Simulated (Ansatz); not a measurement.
WS2 (Tungstenite):

```
W S
1.0
     3.18000    0.00000    0.00000
    -1.59000    2.75396    0.00000
     0.00000    0.00000   12.50000
W S
2 4
Direct
  0.66667 0.33333 0.75000
  0.33333 0.66667 0.25000
  0.66667 0.33333 0.37500
  0.33333 0.66667 0.87500
  0.66667 0.33333 0.12500
  0.33333 0.66667 0.62500
```

- Program: Ansatz 0.2.0
- Task: relaxation of cell and atoms
- Functional: revPBE
- Dispersion: D3(BJ)
- Potentials or basis: Ansatz PAW
- Cutoff: 420 eV (not typed: the program's choice for these potentials)
- k mesh: 10 × 10 × 3
- Occupations: fermi-dirac, width 0.05 eV
- Spin: no spin polarisation

At the start: volume 18.24 Å³/atom.

**Question.** Where does the relaxation end?

**Answer.** It ends after 7 steps and the volume is 16.69 Å³/atom (-8.5 %); space group P6_3/mmc (No. 194, to 0.05 Å).

Step by step:
```csv
step,energy change (eV),largest force (eV/Å),volume (Å³)
1,0.0000,0.2057,109.47
2,-0.0600,0.3537,97.48
3,-0.1440,0.1229,100.71
4,-0.1462,0.0453,100.11
5,-0.1463,0.0161,100.22
6,-0.1464,0.0002,100.17
7,-0.1447,0.0004,100.17
```

Final structure:
```yaml
crystal:
  lattice:
    - [3.13495, 0.00000, 0.00000]
    - [-1.56747, 2.71495, 0.00000]
    - [0.00000, 0.00000, 11.76896]
  atoms:
    - { symbol: W, position: [0.66667, 0.33333, 0.75000] }
    - { symbol: W, position: [0.33333, 0.66667, 0.25000] }
    - { symbol: S, position: [0.66667, 0.33333, 0.38409] }
    - { symbol: S, position: [0.33333, 0.66667, 0.88409] }
    - { symbol: S, position: [0.66667, 0.33333, 0.11591] }
    - { symbol: S, position: [0.33333, 0.66667, 0.61591] }
```

Caveat: the plane-wave basis is chosen anew once the cell has moved, so the energies of steps on either side of that aren't comparable; the PAW data sets come from PBE, with cores solved anew for the run's functional, which leaves a small shift of forces and pressure.
